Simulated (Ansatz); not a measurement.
Molecular dynamics on a 2×2×2 supercell (16 atoms) of AgCl (zincblende), relaxed with r2SCAN. Forces come from r2SCAN in Ansatz 0.2.0: Langevin thermostat and barostat (NPT), 300 K, steps of 2 fs. Spin polarisation is off, nuclei are classical, and the run is far too short for thermal averages. The structure comes from a prototype and may be hypothetical.

```yaml
crystal:
  lattice:
    - [0.0, 5.986491979, 5.986491979]
    - [5.986491979, 0.0, 5.986491979]
    - [5.986491979, 5.986491979, 0.0]
  atoms:
    - { symbol: Ag, position: [0.0, 0.0, 0.0] }
    - { symbol: Cl, position: [0.125, 0.125, 0.125] }
    - { symbol: Ag, position: [0.0, 0.0, 0.5] }
    - { symbol: Cl, position: [0.125, 0.125, 0.625] }
    - { symbol: Ag, position: [0.0, 0.5, 0.0] }
    - { symbol: Cl, position: [0.125, 0.625, 0.125] }
    - { symbol: Ag, position: [0.0, 0.5, 0.5] }
    - { symbol: Cl, position: [0.125, 0.625, 0.625] }
    - { symbol: Ag, position: [0.5, 0.0, 0.0] }
    - { symbol: Cl, position: [0.625, 0.125, 0.125] }
    - { symbol: Ag, position: [0.5, 0.0, 0.5] }
    - { symbol: Cl, position: [0.625, 0.125, 0.625] }
    - { symbol: Ag, position: [0.5, 0.5, 0.0] }
    - { symbol: Cl, position: [0.625, 0.625, 0.125] }
    - { symbol: Ag, position: [0.5, 0.5, 0.5] }
    - { symbol: Cl, position: [0.625, 0.625, 0.625] }
kpoints:
  mp_grid: { grid: [2, 2, 2] }
hamiltonian:
  xc: r2scan
scf:
  occupations: { method: fermi_dirac, width: 0.026 }
md:
  ensemble: npt_langevin
  temperature: 300
  timestep: 2.0
  n_steps: 20
  initial_velocities: maxwell_boltzmann
  seed: 9692
```

Run as `ansatz run input.yaml --threads 4 --pin off --max-ram 3686MiB --backend cpu --events-out ev --progress --plain --runs-dir out`.

Task: It ran on 4 threads of Arm Neoverse V2 (shared host), load about 0.9 per core. About how long did it take, and what peak of host memory did it reach?

Result: About 5.2 min, with a peak of 2.8 GiB.

```csv
step,t (fs),T (K),free energy F from step 0 (meV/atom),kinetic energy (meV/atom),pressure (GPa),volume (Å³/atom),largest force (eV/Å)
0,0,281,0.0,36.4,0.21,26.82,0.00
1,2,293,0.1,37.9,0.23,26.81,0.05
2,4,294,0.4,38.0,0.25,26.80,0.11
3,6,275,0.9,35.5,0.27,26.79,0.16
4,8,280,1.7,36.2,0.30,26.78,0.21
5,10,244,2.5,31.5,0.30,26.78,0.26
6,12,266,3.5,34.4,0.33,26.78,0.29
7,14,261,4.7,33.7,0.33,26.79,0.33
8,16,216,5.9,27.9,0.32,26.80,0.39
9,18,201,7.2,25.9,0.33,26.81,0.44
10,20,195,8.6,25.1,0.36,26.81,0.49
11,22,175,10.0,22.6,0.39,26.81,0.52
12,24,167,11.3,21.6,0.41,26.81,0.56
13,26,152,12.5,19.7,0.42,26.81,0.59
14,28,142,13.8,18.3,0.44,26.81,0.62
15,30,128,15.0,16.5,0.45,26.82,0.65
16,32,144,16.2,18.6,0.48,26.83,0.68
17,34,134,17.5,17.3,0.50,26.83,0.71
18,36,127,18.6,16.5,0.50,26.84,0.73
19,38,136,19.5,17.5,0.51,26.86,0.74
20,40,157,20.3,20.3,0.52,26.87,0.74
```

The temperature starts at 281 K, is lowest at step 18 (127 K, 36 fs) and ends at 157 K. The thermostat hasn't had time to restore it. The atoms start on their lattice sites with kinetic energy alone, so much of it first passes into potential energy.

Positions (Å) and forces (eV/Å) at step 20:
```
cell (Å): 0.000 5.990 5.990; 5.990 0.000 5.990; 5.990 5.990 0.000
Ag  -0.015  -0.058   0.021     0.198   0.297  -0.234
Cl   1.540   1.603   1.497    -0.448  -0.288  -0.194
Ag   2.995   2.966   0.058     0.144   0.310  -0.402
Cl   4.597   4.480   1.475    -0.497   0.153  -0.070
Ag   2.900   0.103   2.962    -0.001  -0.469   0.069
Cl   4.551   1.403   4.329    -0.019   0.024   0.556
Ag   5.953   2.991   2.939     0.134   0.084   0.331
Cl   7.322   4.570   4.523     0.533  -0.262  -0.218
Ag   0.070   2.966   3.049    -0.260   0.163  -0.033
Cl   1.573   4.441   4.515    -0.201   0.229  -0.141
Ag   3.019   5.910   2.981    -0.025   0.156  -0.077
Cl   4.482   7.505   4.469    -0.100   0.031   0.007
Ag   3.028   3.016   6.002    -0.036  -0.525  -0.195
Cl   4.422   4.442   7.401     0.339   0.281   0.594
Ag   5.997   6.008   6.052    -0.175   0.182   0.173
Cl   7.442   7.556   7.527     0.413  -0.367  -0.168
```
